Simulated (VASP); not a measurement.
## GaN (strained zincblende), r²SCAN single-point calculation: Ansatz's output and VASP's

```
Ga N
1.0
     0.00000    2.20397    2.20397
     2.20397    0.00000    2.20397
     2.20397    2.20397    0.00000
Ga N
1 1
Direct
  0.00000 0.00000 0.00000
  0.25000 0.25000 0.25000
```

Ansatz printed

```
SCF 1 converged in 8 iterations: F = -4176.319415 eV  dr2 = 7.06e-8
  greatest PAW one-centre occupation: 0.995 electrons in one spin orbital (limit 2), on the Ga atom at site 0 (counted from 0), in its partial waves of l = 2
NSCF: frozen V_eff on 6 k-points
SCF converged after 8 iterations
Free energy (F): -4176.319415 eV
Harris-Foulkes:  -4176.319415 eV  (|F-HF|=4.33e-8)
Internal energy: -4176.319415 eV  (E = F + TS)
E sigma→0 (E₀):  -4176.319415 eV
Fermi energy:    10.423287 eV
--- Per-component energies (eV) ---
  E_band       = 0.131905
  E_kinetic    = 249.788067
  E_local      = -1900.664902  (includes V_loc(G=0)·N_el)
  E_nonlocal   = 476.564949
  E_hartree    = 881.562798
  E_xc         = -122.800564
  E_vxc        = -145.059380  (∫ρ·V_xc dr)
  E_paw        = -2136.979730  (= ΣΔE_a)
  E_vpaw       = -451.519460  (= ΣTr[D̂ρ^β])
  E_aug_tail   = -0.000021  (compensation charges beyond the density's cutoff)
  E_vtau       = 7.900583  (kinetic-family band-sum trace: ∫τ·v_τ [+ j·A + Jᵃ·Aᵃ] dr)
  E_ewald      = -1623.107378
  E_core_change = -0.682634  (= ΣΔE_core)
  E_smearing   = -0.000000  (= −TS)
  E_closure    = 0.000000  (closes the sum)
  Σ components = -4176.319415   (vs F -4176.319415, Δ=0.00e0)
--- Forces (eV/Å), atoms counted from 1 ---
  atom   1  Ga     0.00000000    -0.00000000    -0.00000000
  atom   2  N     -0.00000000    -0.00000000     0.00000000
  max |Σ_I F_I| component: 2.43e-17 eV/Å
--- Stress (GPa, compression-positive) ---
       13.567259      -0.000000      -0.000000
       -0.000000      13.567259       0.000000
       -0.000000       0.000000      13.567259
  P = ⅓ Tr σ = 13.5673 GPa (135.673 kbar)
--- Band table (eV; the first three rows and the last of 47) ---
  k-point 0: bands = ["-6.9033", "-3.5437", "-3.5437", "-3.5437", "-3.1245", "-3.1245", "10.4233", "10.4233", "10.4233", "12.9988", "21.8901", "21.8901", "21.8901"]
  k-point 1: bands = ["-6.7798", "-3.5267", "-3.5267", "-3.5059", "-3.1261", "-3.1261", "9.3426", "10.3043", "10.3043", "13.8132", "21.3896", "22.0737", "22.0737"]
  k-point 2: bands = ["-6.4586", "-3.4868", "-3.4868", "-3.3487", "-3.1248", "-3.1248", "7.3913", "10.0111", "10.0111", "14.9675", "20.5893", "22.3447", "22.3447"]
  k-point 46: bands = ["-5.4980", "-3.3605", "-3.2988", "-3.1378", "-3.0946", "-1.2696", "4.3323", "6.4382", "6.4694", "16.8792", "20.0064", "22.4258", "22.7443"]
```

Datasets and cutoffs are each program's own. VASP's cell holds 18 valence electrons and Ansatz's 18. Ansatz's stress includes a Pulay correction; VASP's doesn't.

Problem. What does VASP give for the same cell and level of theory?

Solution. gap between bands v and c 2.56 eV; least direct gap 2.56 eV; pressure 14.8 GPa.

From OUTCAR

```
k-points           NKPTS =     47   k-points in BZ     NKDIM =     47   number of bands    NBANDS=     16

   NELECT =      18.0000    total number of electrons

   dimension x,y,z NGX =    24 NGY =   24 NGZ =   24
   dimension x,y,z NGXF=    48 NGYF=   48 NGZF=   48

  energy-cutoff  :      520.00
  volume of cell :       21.41
      direct lattice vectors                 reciprocal lattice vectors
     0.000000000  2.203973490  2.203973490    -0.226862983  0.226862983  0.226862983
     2.203973490  0.000000000  2.203973490     0.226862983 -0.226862983  0.226862983
     2.203973490  2.203973490  0.000000000     0.226862983  0.226862983 -0.226862983

 k-points in reciprocal lattice and weights: KPOINTS created by Atomic Simulation Env
   0.00000000  0.00000000  0.00000000       0.001
   0.10000000  0.00000000  0.00000000       0.008
   0.20000000  0.00000000  0.00000000       0.008
   0.30000000  0.00000000  0.00000000       0.008
   0.40000000  0.00000000  0.00000000       0.008
   0.50000000  0.00000000  0.00000000       0.004
   0.10000000  0.10000000  0.00000000       0.006
   0.20000000  0.10000000  0.00000000       0.024
   ...

 E-fermi :   5.8477

 k-point     1 :       0.0000    0.0000    0.0000
  band No.  band energies     occupation
      1     -11.5615      2.00000
      2      -8.1332      2.00000
      3      -8.1332      2.00000
      4      -8.1332      2.00000
      5      -7.7031      2.00000
      6      -7.7031      2.00000
      7       5.7695      2.00000
      8       5.7695      2.00000
      9       5.7695      2.00000
     10       8.3326      0.00000
     11      17.2125      0.00000
     12      17.2126      0.00000
     13      17.2126      0.00000
     14      25.2607      0.00000
     15      26.0344      0.00000
     16      26.0344      0.00000

 k-point     2 :       0.1000    0.0000    0.0000
  band No.  band energies     occupation
      1     -11.4364      2.00000
      2      -8.1160      2.00000
      3      -8.1160      2.00000
      4      -8.0963      2.00000
      5      -7.7047      2.00000
      6      -7.7047      2.00000
      7       4.6889      2.00000
      8       5.6503      2.00000
      9       5.6503      2.00000
     10       9.1467      0.00000
     11      16.7105      0.00000
     12      17.3971      0.00000
     13      17.3972      0.00000
     14      24.5615      0.00000
     15      24.5615      0.00000
     16      24.7452      0.00000

 k-point     3 :       0.2000    0.0000    0.0000
  band No.  band energies     occupation
      1     -11.1098      2.00000
      2      -8.0756      2.00000
      3      -8.0755      2.00000
      4      -7.9423      2.00000
      5      -7.7035      2.00000
      6      -7.7035      2.00000
      7       2.7389      2.00000
      8       5.3569      2.00000
      9       5.3570      2.00000
     10      10.2985      0.00000
     11      15.9098      0.00000
     12      17.6729      0.00000
     13      17.6729      0.00000
     14      23.5600      0.00000
     15      23.7512      0.00000
     16      23.7512      0.00000

 k-point     4 :       0.3000    0.0000    0.0000
  band No.  band energies     occupation
      1     -10.7284      2.00000
      2      -8.0379      2.00000
      3      -8.0379      2.00000
      4      -7.6882      2.00000
      5      -7.6881      2.00000
      6      -7.5626      2.00000
      7       0.6816      2.00000
      8       5.0244      2.00000
      9       5.0244      2.00000
     10      11.0611      0.00000
     11      15.5163      0.00000
     12      17.5788      0.00000
     13      17.5789      0.00000
     14      22.8828      0.00000
     15      24.3926      0.00000
     16      24.3927      0.00000

 k-point     5 :       0.4000    0.0000    0.0000
  band No.  band energies     occupation
      1     -10.4636      2.00000
      2      -8.0198      2.00000
      3      -8.0197      2.00000
      4      -7.6621      2.00000
      5      -7.6620      2.00000
      6      -6.9470      2.00000
      7      -1.0705      2.00000
      8       4.7746      2.00000
      9       4.7747      2.00000
     10      11.3554      0.00000
     11      15.5159      0.00000
     12      17.2701      0.00000
     13      17.2701      0.00000
     14      22.7980      0.00000
     15      26.0894      0.00000
     16      26.0894      0.00000

 k-point     6 :       0.5000    0.0000    0.0000
  band No.  band energies     occupation
      1     -10.3775      2.00000
      2      -8.0158      2.00000
      3      -8.0157      2.00000
      4      -7.6488      2.00000
      5      -7.6488      2.00000
      6      -6.5586      2.00000
      7      -1.8513      2.00000
      8       4.6831      2.00000
      9       4.6831      2.00000
     10      11.4097      0.00000
     11      15.5663      0.00000
     12      17.1251      0.00000
     13      17.1251      0.00000
     14      22.8939      0.00000
     15      27.3600      0.00000
     16      27.3600      0.00000

 ...

  Total        1.9830324      1.9830324      1.9830324     -0.0000000      0.0000000     -0.0000000
  in kB      148.3854434    148.3854434    148.3854434     -0.0000000      0.0000000     -0.0000000
  external PRESSURE =     148.3854434 kB  Pullay stress =       0.0000000 kB

 POSITION                                       TOTAL-FORCE (eV/Angst)
 -----------------------------------------------------------------------------------
      0.00000      0.00000      0.00000         0.000000     -0.000000      0.000000
      1.10199      1.10199      1.10199        -0.000000      0.000000     -0.000000
 -----------------------------------------------------------------------------------
    total drift:                                0.000007      0.000007      0.000007

  FREE ENERGIE OF THE ION-ELECTRON SYSTEM (eV)
  ---------------------------------------------------
  free  energy   TOTEN  =       -21.8315773456 eV

  energy  without entropy=      -21.8315773456  energy(sigma->0) =      -21.83157735
```
